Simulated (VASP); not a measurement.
Input:

```xyz
3
Lattice="0.0000 2.9000 2.9000 2.9000 0.0000 2.9000 2.9000 2.9000 0.0000" Properties=species:S:1:pos:R:3 pbc="T T T"
Sr     0.1200     0.0500     0.0000
F      1.4500     1.4500     1.4500
F      4.3500     4.3500     4.3500
```

Method: PBE GGA, VASP's PBE PAW potentials (set 64) (plane waves; VASP). Numerical set-up: 520 eV cut-off, 5×5×5 Γ-centred mesh, Gaussian smearing of 0.050 eV, potentials Sr_sv F.

**Question.** The ions are relaxed. Predict the relaxed structure.

**Answer.** 
```xyz
3
Lattice="0.0000 2.9000 2.9000 2.9000 0.0000 2.9000 2.9000 2.9000 0.0000" Properties=species:S:1:pos:R:3 pbc="T T T"
Sr     0.0403     2.9172     2.9000
F      1.4898     1.4664     1.4501
F      4.3898     4.3664     4.3499
```
Space group Fm-3m (225), at a tolerance of 0.03 Å.

**Question.** How much energy does the relaxation gain?

**Answer.** The energy (σ→0) changes by -13.1 meV/atom, in 7 ionic steps.

The compound is SrF2 in the fluorite structure. In the starting cell atoms are displaced from their ideal sites. This run relaxes the ions in a fixed cell. Symmetry was kept, so distortions that lower it aren't found.
